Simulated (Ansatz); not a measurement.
# SiO2: pressure coefficient of the gap from its deformation potential

Computed with Ansatz, DFT r2SCAN, scalar-relativistic, plane waves, PAW. Cutoff 500 eV, mesh 6×6×4 in the first runs.

The relaxed cell is P6_422 with a = 5.060 Å, c = 5.541 Å. An equation of state gives B0 = 143.7 GPa at V0 = 13.651 Å³/atom, and gaps on the k mesh of 6.403 eV at 13.240 Å³/atom, 6.300 eV at 13.650 Å³/atom, 6.171 eV at 14.059 Å³/atom.

**Question.** Predict dE_g/dP at zero pressure, and compare with cells relaxed under pressure.

**Answer.** A parabola in ln V through the three points has the slope a = dE_g/d ln V = -3.88 eV at V0. Since dP = −B d ln V, dE_g/dP = −a/B = 27.0 meV/GPa. Separate runs under pressure gave gaps (over the zone) of 6.266 eV at -0.97 GPa, 6.292 eV at -0.03 GPa, 6.319 eV at 0.97 GPa, a slope of 27.2 meV/GPa at zero. The two routes agree within 0.2 meV/GPa. Compression widens this gap. Pressure coefficients of semilocal functionals are as a rule better than their gaps.

This form isn't the usual stable structure of the compound.